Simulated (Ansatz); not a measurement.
## CdS: input, output and frames of a trajectory

The calculation used Ansatz, DFT PBEsol, scalar-relativistic, plane waves, PAW. Cutoff 420 eV, shifted (0.5, 0.5, 0.5 steps) 2×2×2 k-points, Fermi–Dirac smearing of 0.095 eV. The mesh is coarse. No spin polarisation.

32 atoms, starting at 1.03 times the perfect crystal's volume (space group F-43m); Langevin thermostat at 1100 K (friction 0.02 fs⁻¹), fixed cell; 158 steps of 3 fs. The run is short and not equilibrated.

Self-consistency was reached.

The run took 16 min on 4 threads of AMD EPYC 9R45 96-Core Processor (Zen 5), with other jobs on the host, peak memory 4.1 GiB.

Command:
```bash
ansatz run input.yaml --threads 4 --pin off --max-ram 9216MiB --backend cpu --events-out ev --progress --plain --runs-dir out
```

Input:
```yaml
crystal:
  lattice:
    - [-5.8818651109, 5.8818651109, -5.8818651109]
    - [5.8818651109, -5.8818651109, -5.8818651109]
    - [-5.8818651109, -5.8818651109, 5.8818651109]
  atoms:
    - { symbol: Cd, position: [0.505885152, 0.2496673459, 0.26165485] }
    - { symbol: Cd, position: [0.2019481157, 0.2349516511, 0.4828355257] }
    - { symbol: Cd, position: [0.0091898625, 0.2497606829, 0.7753202274] }
    - { symbol: Cd, position: [0.7453015499, 0.0108282898, 0.2475578979] }
    - { symbol: Cd, position: [0.7427684039, 0.2394567102, 0.0067705509] }
    - { symbol: Cd, position: [0.4743361227, -0.0368920321, 0.4945358922] }
    - { symbol: Cd, position: [0.2555612659, 0.0277841842, 0.7829131066] }
    - { symbol: Cd, position: [0.0199598067, 0.7610133738, 0.2519053086] }
    - { symbol: Cd, position: [0.998890947, 0.993988752, 1.0152490472] }
    - { symbol: Cd, position: [0.7324124888, 0.7301579795, 0.4826495073] }
    - { symbol: Cd, position: [0.48974017, 0.730028097, 0.7238102678] }
    - { symbol: Cd, position: [0.2244455481, 0.4814622029, 0.230276764] }
    - { symbol: Cd, position: [0.2427994813, 0.7294724543, -0.0186164913] }
    - { symbol: Cd, position: [0.0167324253, 0.5153307931, 0.4943628346] }
    - { symbol: Cd, position: [0.7759218625, 0.5101183049, 0.7673919692] }
    - { symbol: Cd, position: [0.5541957418, 0.5366599406, 0.0246404892] }
    - { symbol: S, position: [0.4922271373, 0.0044165092, 0.2472022853] }
    - { symbol: S, position: [0.2456153329, 0.0131994472, 0.5089633826] }
    - { symbol: S, position: [-0.0027792529, -0.0092045792, 0.7588084931] }
    - { symbol: S, position: [0.7838509114, 0.7778114963, 0.2627936042] }
    - { symbol: S, position: [0.7365124751, -0.0233996293, -0.0091732044] }
    - { symbol: S, position: [0.4923722006, 0.7257259771, 0.4845894995] }
    - { symbol: S, position: [0.2712257113, 0.7758516286, 0.7432471471] }
    - { symbol: S, position: [0.0032883003, 0.5031851001, 0.2462855633] }
    - { symbol: S, position: [0.0218640177, 0.766439622, 0.0114871118] }
    - { symbol: S, position: [0.7565646679, 0.5024025722, 0.4936886617] }
    - { symbol: S, position: [0.4839453842, 0.4738726603, 0.726685847] }
    - { symbol: S, position: [0.2736003058, 0.2646837112, 0.2714937355] }
    - { symbol: S, position: [0.2800659048, 0.513290722, 0.0109832795] }
    - { symbol: S, position: [-0.0181100798, 0.2729198015, 0.5024375668] }
    - { symbol: S, position: [0.7440978251, 0.2354322479, 0.7481320567] }
    - { symbol: S, position: [0.5147153976, 0.2752042372, 0.0118674461] }
basis:
  ecutwfc: 420
kpoints:
  mp_grid: { grid: [2, 2, 2], shift: [0.5, 0.5, 0.5] }
hamiltonian:
  xc: pbesol
scf:
  occupations: { method: fermi_dirac, width: 0.0948 }
  lower_state_search: "off"
  convergence: { dr2_threshold: 1.0e-07 }
output:
  forces: true
  stress: true
md:
  timestep: 3.0
  n_steps: 158
  ensemble: nvt_langevin
  temperature: 1100.0
  initial_velocities: maxwell_boltzmann
  seed: 15697
  friction: 0.02
```

Output (its end):
```
...
  E_closure    = -0.000000  (closes the sum)
  Σ components = -145119.282562   (vs F -145119.282562, Δ=0.00e0)
--- Forces (eV/Å), atoms counted from 1 ---
  atom   1  Cd    -0.14473992    -0.34241688     1.09020262
  atom   2  Cd     0.19511562     0.75967872     0.63371697
  atom   3  Cd     0.61965764     0.08978974     0.76983134
  atom   4  Cd    -0.13273568    -0.45825875    -0.21650607
  atom   5  Cd     0.21843528     0.47584854     0.64383348
  atom   6  Cd    -2.14442275     0.99056028    -1.39844871
  atom   7  Cd     0.91696949     0.34053973     0.09653870
  atom   8  Cd    -0.04181146    -0.88260545     0.12208057
  atom   9  Cd    -0.13435056     0.12025266     0.90489149
  atom  10  Cd     0.69662680    -0.50636945    -0.97183540
  atom  11  Cd     0.00484356    -0.60353615    -0.25488486
  atom  12  Cd    -0.63434721    -0.62016718     0.23005388
  atom  13  Cd     0.08523405     0.60267555     0.13692649
  atom  14  Cd     0.74598221    -1.23969422    -1.12553172
  atom  15  Cd    -0.95755516    -0.17035894     0.69880793
  atom  16  Cd    -1.15953005    -0.44163237     0.06656575
  atom  17  S      0.01838779     1.28105266    -0.74319077
  atom  18  S      1.23886821    -1.65565457     1.23449186
  atom  19  S     -0.04680613    -0.12630912     0.11719742
  atom  20  S      0.79422303     0.68976536     0.74262965
  atom  21  S      0.34307797    -0.21838823     0.65174705
  atom  22  S      0.48786335     0.91044356    -0.06451654
  atom  23  S      0.04850165    -0.09033140    -0.11407922
  atom  24  S     -0.69269202    -0.11827554    -0.54927893
  atom  25  S      0.33879731    -0.10429153    -0.23255379
  atom  26  S     -0.77496799    -0.06589607    -0.36115471
  atom  27  S     -0.12070066     1.19583306    -0.30472210
  atom  28  S     -0.63892843     0.06518891    -0.31862011
  atom  29  S      0.43299713    -0.66321216     0.09685200
  atom  30  S     -0.87373044     0.63565062     0.34704163
  atom  31  S      0.99336345     0.23448398    -1.36449658
  atom  32  S      0.31837960    -0.08437239    -0.56364243
  max |Σ_I F_I| component: 5.31e-5 eV/Å
--- Stress (GPa, compression-positive) ---
       -1.039903       0.161354      -0.187992
        0.161354      -1.323738      -0.359115
       -0.187992      -0.359115      -1.153034
  P = ⅓ Tr σ = -1.1722 GPa (-11.722 kbar)
--- MD trajectory: 158 steps, t = 0.0 → 474.0 fs ---
  final state: T = 1231.0 K   F+E_penalty+E_count = -145119.28256233 eV   E_kin = 5.091941 eV
```

Frames along the run (Å, eV/Å; dE is the potential energy from the first frame):

```xyz
32
Lattice="-5.882 5.882 -5.882 5.882 -5.882 -5.882 -5.882 -5.882 5.882" Properties=species:S:1:pos:R:3:forces:R:3 pbc="T T T" time_fs=0.00 dE_eV=0.0000 T_K=1066
Cd   -3.046   -0.032   -2.905    0.241    0.031   -0.599
Cd   -2.646   -3.034    0.270   -0.456    0.094   -0.530
Cd   -3.145   -5.975    3.037    0.259   -0.007   -0.177
Cd   -5.776    2.864   -2.991   -0.018   -0.319    0.273
Cd   -3.000    2.921   -5.737    0.047    0.483   -0.225
Cd   -5.916    0.098    0.336    0.435   -0.494   -0.872
Cd   -5.945   -3.265    2.938    0.113    0.500   -0.448
Cd    2.877   -5.840   -3.112   -0.396   -0.192    0.130
Cd   -6.000   -5.943   -5.750    0.454   -0.676   -0.917
Cd   -2.852   -2.826   -5.764   -0.298    0.024   -0.821
Cd   -2.844   -5.671   -2.917   -0.857   -0.017    0.488
Cd    0.157   -2.866   -2.798   -0.650    0.645   -0.565
Cd    2.972   -2.753   -5.828    0.004   -0.080   -0.991
Cd    0.025   -5.840   -0.222    0.081   -0.979   -0.211
Cd   -6.077   -2.950   -3.051    0.656    0.327    0.551
Cd   -0.248   -0.042   -6.271    1.013    0.555    0.273
S    -4.323    1.415   -1.467   -0.637    0.655    0.820
S    -4.361   -1.627    1.471   -0.486    0.243    0.158
S    -4.501   -4.425    4.534    0.467   -0.257    0.161
S    -1.581   -1.510   -7.640   -0.084   -0.641    0.274
S    -4.416    4.524   -4.248    0.127   -0.155   -0.616
S    -1.478   -4.223   -4.314    0.609   -0.004   -0.155
S    -1.404   -7.340   -1.787   -0.088   -0.229    1.039
S     1.492   -4.389   -1.530    0.818   -0.001    0.181
S     4.312   -4.447   -4.569   -0.102    0.826    0.637
S    -4.399   -1.409   -4.501   -0.747   -0.190    0.094
S    -4.334   -4.215   -1.359   -0.596   -0.596   -0.581
S    -1.649   -1.544   -1.569    1.136   -0.045    0.835
S     1.307   -1.436   -4.602    0.138    0.361    0.576
S    -1.243   -4.667    1.457   -0.820    0.446    0.862
S    -7.392   -1.409   -1.361   -0.068   -0.194   -0.191
S    -1.479    1.339   -4.576   -0.295   -0.113    0.547
32
Lattice="-5.882 5.882 -5.882 5.882 -5.882 -5.882 -5.882 -5.882 5.882" Properties=species:S:1:pos:R:3:forces:R:3 pbc="T T T" time_fs=96.00 dE_eV=2.4012 T_K=752
Cd   -3.031   -0.314   -2.829   -0.697   -0.549   -0.149
Cd   -2.685   -2.938   -0.017    0.031   -2.089    0.398
Cd   -3.019   -5.941    3.197    0.643   -0.643   -2.570
Cd   -6.032    3.000   -2.866    1.113   -1.226   -0.903
Cd   -2.720    2.969   -5.874   -0.883   -0.796    0.519
Cd   -5.919    0.097    0.245    0.382   -0.105   -0.223
Cd   -6.140   -2.920    2.546    0.340   -0.580    0.308
Cd    2.777   -6.005   -3.010    0.340   -0.082   -0.737
Cd   -5.492   -5.974   -5.579   -0.209   -0.136   -0.173
Cd   -2.825   -3.021   -5.908   -0.738   -0.981    0.391
Cd   -2.819   -5.607   -2.734   -0.428   -0.568   -0.633
Cd    0.177   -2.670   -3.007    0.152    0.084    0.189
Cd    3.059   -3.099   -6.316    0.388    0.481    1.201
Cd   -0.017   -5.964   -0.129    0.794   -0.565    0.088
Cd   -5.952   -2.968   -2.975   -0.395    0.410    0.490
Cd   -0.272    0.232   -6.063    0.623   -0.602   -0.310
S    -4.324    1.233   -1.369   -1.223    0.113   -0.490
S    -4.373   -1.759    1.137   -1.087    1.025    1.604
S    -4.396   -4.614    4.369   -1.604    2.181    1.386
S    -1.647   -1.647   -7.435    0.240    1.398    0.066
S    -4.135    4.231   -4.098   -0.494    0.290   -0.339
S    -1.366   -4.306   -4.192    0.159    0.276   -0.513
S    -1.488   -7.321   -1.660    0.765   -0.594    0.207
S     1.639   -4.574   -1.393   -0.360    0.974   -0.385
S     4.580   -4.451   -4.459   -1.272   -0.449   -0.192
S    -4.434   -1.806   -4.468    0.187    1.291   -0.161
S    -4.442   -4.328   -1.576   -0.537    0.169    1.197
S    -1.476   -1.496   -1.343    1.824    0.637   -0.628
S     1.358   -1.082   -4.599    0.607   -1.151    0.282
S    -1.320   -4.748    1.456   -0.784    1.323    0.740
S    -7.461   -1.239   -1.244    1.509   -1.111   -0.311
S    -1.777    1.091   -4.358    0.615    1.574   -0.350
32
Lattice="-5.882 5.882 -5.882 5.882 -5.882 -5.882 -5.882 -5.882 5.882" Properties=species:S:1:pos:R:3:forces:R:3 pbc="T T T" time_fs=189.00 dE_eV=2.6665 T_K=838
Cd   -3.050   -0.425   -2.750    0.503    0.356    0.454
Cd   -2.796   -2.957    0.090    0.514    0.121    0.113
Cd   -3.119   -5.765    3.219    0.038   -0.112   -0.578
Cd   -5.682    2.942   -2.788   -0.353   -0.057   -0.641
Cd   -2.929    2.981   -6.185    0.139    0.141   -0.507
Cd   -5.805    0.273    0.171   -1.117    0.070    1.067
Cd   -6.211   -3.078    2.491    0.332    0.362    0.448
Cd    2.932   -6.079   -3.010    0.183    0.751    0.885
Cd   -5.530   -5.986   -5.490   -0.661    0.006    0.482
Cd   -3.026   -3.042   -5.781    0.322   -0.315   -0.801
Cd   -3.090   -5.718   -2.843    0.452   -0.566    0.642
Cd    0.055   -2.841   -3.074    0.980    1.579   -0.270
Cd    3.343   -3.253   -6.276    0.025    0.686    0.869
Cd    0.237   -5.988   -0.083   -0.446    0.259    0.301
Cd   -5.977   -3.119   -2.938    1.080    1.291    1.253
Cd   -0.357    0.022   -5.834    1.289   -0.658   -0.051
S    -4.399    1.396   -1.338    0.925    0.057   -1.034
S    -4.474   -1.320    1.456   -0.229   -1.705   -0.306
S    -4.961   -4.211    4.794    1.443    0.248   -1.577
S    -1.527   -1.607   -7.346   -0.026   -0.071   -0.025
S    -4.024    4.272   -4.318   -0.611    0.044    0.678
S    -1.642   -4.132   -4.020   -0.165   -1.081   -1.556
S    -1.246   -7.417   -1.583   -0.523    0.422   -0.335
S     1.270   -4.296   -1.620    1.504   -0.966    0.753
S     4.316   -4.349   -4.176   -0.555   -1.372   -1.187
S    -4.417   -1.665   -4.379   -0.609    0.731    0.635
S    -4.467   -4.393   -1.241   -0.360    0.175   -0.088
S    -1.001   -1.339   -1.277   -1.884   -0.480   -0.441
S     1.751   -1.573   -4.640   -0.880    0.674    0.716
S    -1.251   -4.495    1.572   -0.576    0.315    0.003
S    -7.134   -1.130   -1.343   -1.095   -1.118   -0.475
S    -1.959    1.292   -4.539    0.359    0.212    0.573
32
Lattice="-5.882 5.882 -5.882 5.882 -5.882 -5.882 -5.882 -5.882 5.882" Properties=species:S:1:pos:R:3:forces:R:3 pbc="T T T" time_fs=285.00 dE_eV=2.5875 T_K=1208
Cd   -2.824   -0.337   -2.531   -0.025    0.116   -0.851
Cd   -2.700   -2.809    0.151    0.172   -0.532   -0.457
Cd   -3.220   -5.617    3.098    0.286   -0.381   -0.342
Cd   -5.866    2.790   -2.600   -0.255   -0.410   -0.639
Cd   -2.679    3.187   -5.988   -0.148   -0.260    0.112
Cd   -5.816    0.271    0.118   -0.283   -0.766    0.293
Cd   -6.050   -3.169    2.743   -0.066    0.497   -0.028
Cd    3.180   -6.084   -3.097   -0.348    0.259    0.408
Cd   -5.438   -6.013   -5.673   -0.762    0.395   -0.143
Cd   -3.175   -3.337   -5.591    1.878    1.508    1.855
Cd   -2.880   -6.007   -2.917   -0.210   -0.166    0.606
Cd    0.420   -2.798   -2.943   -0.504   -0.996    0.730
Cd    3.415   -3.255   -6.186    0.384    0.501    1.690
Cd   -0.076   -6.085    0.148    0.711    0.584    0.275
Cd   -5.755   -3.075   -2.785   -0.529   -0.153    0.457
Cd   -0.004   -0.087   -6.043    0.082    1.076    0.016
S    -4.115    1.445   -1.273   -2.020   -1.153   -1.081
S    -4.365   -1.683    1.488   -0.587    1.115    0.292
S    -4.559   -4.074    4.579   -1.094   -1.735   -1.326
S    -1.494   -1.623   -7.196   -0.575   -0.162   -0.297
S    -4.385    4.233   -4.075    0.421   -0.120   -0.700
S    -1.449   -4.438   -4.059    0.776    0.512   -1.200
S    -1.448   -7.413   -1.393    1.033    0.837   -1.237
S     1.502   -4.245   -1.179    0.138   -0.696   -0.690
S     4.589   -4.355   -4.391    0.058   -1.115    0.572
S    -4.439   -1.593   -4.121    0.875    0.939   -0.969
S    -4.020   -4.265   -1.526   -0.962   -0.627    0.805
S    -1.089   -1.550   -1.269   -0.232    0.409    0.051
S     1.330   -1.206   -4.390    1.304   -0.025   -0.066
S    -1.587   -4.564    1.495    0.805    0.443    0.779
S    -7.165   -1.209   -1.691   -0.577    0.026    1.135
S    -1.671    1.311   -4.456    0.252    0.081   -0.048
32
Lattice="-5.882 5.882 -5.882 5.882 -5.882 -5.882 -5.882 -5.882 5.882" Properties=species:S:1:pos:R:3:forces:R:3 pbc="T T T" time_fs=378.00 dE_eV=2.1686 T_K=1262
Cd   -2.597   -0.145   -2.845   -0.382   -0.308    0.303
Cd   -2.654   -3.310   -0.112   -0.294    0.580    0.268
Cd   -3.155   -5.608    2.760    0.760   -1.536   -0.825
Cd   -5.704    2.739   -2.366    1.455   -1.108   -0.883
Cd   -2.866    3.024   -5.773    0.683   -1.355   -1.102
Cd   -5.789   -0.091    0.325    0.024   -0.695   -0.238
Cd   -6.184   -2.817    2.794    1.195   -0.553   -0.379
Cd    3.201   -5.966   -2.940   -0.054   -0.563   -0.797
Cd   -5.633   -5.911   -5.920    0.651   -0.709   -0.327
Cd   -2.916   -3.072   -5.411    0.365    0.023   -0.501
Cd   -2.894   -6.281   -3.112    0.112    0.250    0.341
Cd    0.403   -3.044   -2.824    0.476   -0.103   -0.389
Cd    3.287   -3.403   -5.859   -0.292    0.179   -0.761
Cd   -0.103   -6.005    0.323    0.842   -0.548   -0.975
Cd   -5.723   -2.917   -2.572   -0.811    0.604   -0.235
Cd   -0.119    0.005   -6.058    0.991   -0.931   -0.668
S    -4.192    1.029   -1.241   -0.124    0.549   -0.535
S    -4.252   -1.772    1.550    0.082    0.142   -0.299
S    -4.022   -4.453    4.570   -1.495    0.469    0.670
S    -1.479   -1.798   -7.447   -0.726    1.289    1.706
S    -4.377    3.969   -4.331   -1.368    0.970    1.066
S    -1.334   -4.566   -4.130    0.089    0.402    0.107
S    -1.426   -7.516   -1.376   -0.083    0.571    0.334
S     1.889   -4.643   -1.448   -1.160    0.576    0.721
S     4.718   -4.639   -4.482    0.495    0.030    1.741
S    -4.309   -1.455   -4.176   -0.274   -0.284   -0.107
S    -4.169   -4.575   -1.665   -0.443   -0.460    0.771
S    -1.186   -1.655   -1.418    0.162    0.006   -0.053
S     1.987   -1.774   -4.703   -1.834    1.575    1.483
S    -1.242   -4.405    1.645   -0.409    0.275    0.078
S    -7.474   -1.338   -1.247    1.229   -0.182   -0.892
S    -1.419    1.238   -4.472    0.136    0.847    0.375
32
Lattice="-5.882 5.882 -5.882 5.882 -5.882 -5.882 -5.882 -5.882 5.882" Properties=species:S:1:pos:R:3:forces:R:3 pbc="T T T" time_fs=474.00 dE_eV=2.1750 T_K=1231
Cd   -2.339   -0.116   -2.963   -0.145   -0.342    1.090
Cd   -2.737   -3.392   -0.136    0.195    0.760    0.634
Cd   -3.275   -5.805    2.611    0.620    0.090    0.770
Cd   -5.568    2.984   -2.497   -0.133   -0.458   -0.217
Cd   -3.024    2.764   -5.879    0.218    0.476    0.644
Cd   -5.541   -0.482    0.377   -2.144    0.991   -1.398
Cd   -6.103   -2.817    3.093    0.917    0.341    0.097
Cd    3.266   -5.690   -2.971   -0.042   -0.883    0.122
Cd   -5.582   -5.970   -6.233   -0.134    0.120    0.905
Cd   -3.000   -3.097   -5.395    0.697   -0.506   -0.972
Cd   -2.827   -6.098   -2.873    0.005   -0.604   -0.255
Cd    0.411   -3.089   -3.037   -0.634   -0.620    0.230
Cd    3.085   -3.426   -5.972    0.085    0.603    0.137
Cd    0.178   -5.589    0.526    0.746   -1.240   -1.126
Cd   -5.604   -2.765   -2.765   -0.958   -0.170    0.699
Cd   -0.027   -0.073   -6.006   -1.160   -0.442    0.067
S    -4.219    0.861   -1.311    0.018    1.281   -0.743
S    -4.055   -1.569    1.638    1.239   -1.656    1.234
S    -4.316   -4.258    4.349   -0.047   -0.126    0.117
S    -1.668   -1.757   -7.353    0.794    0.690    0.743
S    -4.470    4.324   -4.420    0.343   -0.218    0.652
S    -1.370   -4.747   -4.309    0.488    0.910   -0.065
S    -1.453   -7.346   -1.122    0.049   -0.090   -0.114
S     1.640   -4.668   -1.348   -0.693   -0.118   -0.549
S     4.745   -4.322   -4.328    0.339   -0.104   -0.233
S    -4.098   -1.360   -4.125   -0.775   -0.066   -0.361
S    -4.322   -4.727   -1.466   -0.121    1.196   -0.305
S    -1.091   -1.805   -1.426   -0.639    0.065   -0.319
S     1.445   -1.544   -4.648    0.433   -0.663    0.097
S    -1.345   -4.409    1.788   -0.874    0.636    0.347
S    -7.428   -1.525   -1.055    0.993    0.234   -1.364
S    -1.336    1.530   -4.366    0.318   -0.084   -0.564
```